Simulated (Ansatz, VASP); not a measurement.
## Y: VASP beside Ansatz

File INCAR:

```
  PREC = Accurate
  ENCUT = 520
  EDIFF = 1E-6
  ISMEAR = -1
  SIGMA = 0.1
  LREAL = False
  LASPH = True
  NELM = 80
  ALGO = Normal
  ISIF = 2
  LWAVE = False
  LCHARG = False
  GGA = RP
  NBANDS = 12
```

Contents of KPOINTS:

```
regular mesh
0
Gamma
  11 11 11
```

The input POSCAR:

```
Y
1.0
    3.2332305904      0.0000000000      0.0000000000
    0.0000000000      3.2332305904      0.0000000000
    0.0000000000      0.0000000000      3.2332305904
Y
1
Direct
    0.0000000000      0.0000000000      0.0000000000
```

Input for Ansatz:

```yaml
crystal:
  lattice:
    - [3.2332305904, 0.0, 0.0]
    - [0.0, 3.2332305904, 0.0]
    - [0.0, 0.0, 3.2332305904]
  atoms:
    - { symbol: "Y", position: [0.0, 0.0, 0.0] }
hamiltonian:
  xc: rpbe
  pseudopotentials:
    kind: paw
    azcp:
      "Y": "pseudopotentials/Y.paw.azcp"
basis:
  ecutwfc: 420
  fft_grid_basis: typed
kpoints:
  mp_grid: { grid: [11, 11, 11], shift: [0, 0, 0] }
magnetization:
  spin_polarized: false
scf:
  occupations: { method: fermi_dirac, width: 0.1 }
  lower_state_search: "off"
output:
  stress: true
```

Alike in both runs: task single point; functional RPBE; k mesh 11 × 11 × 11; occupations fermi-dirac, width 0.1 eV; no spin polarisation.

```csv
,VASP,Ansatz
version,VASP 6.6.1,Ansatz 0.2.0
potentials or method,"VASP PAW PBE potentials, release 64 (Y_sv)","plane waves (420 eV) with PAW, scalar-relativistic"
plane-wave cutoff (eV),520,420
valence electrons in the cell,11,11
```

```csv
,VASP,Ansatz,Ansatz less VASP
pressure (GPa),2.2,2.2,+0.04
```

With one functional, cell and mesh, what is left measures potentials, basis and numerics.

Caveats: the PAW data sets were made with another functional, which shifts forces and pressure a little (VASP).
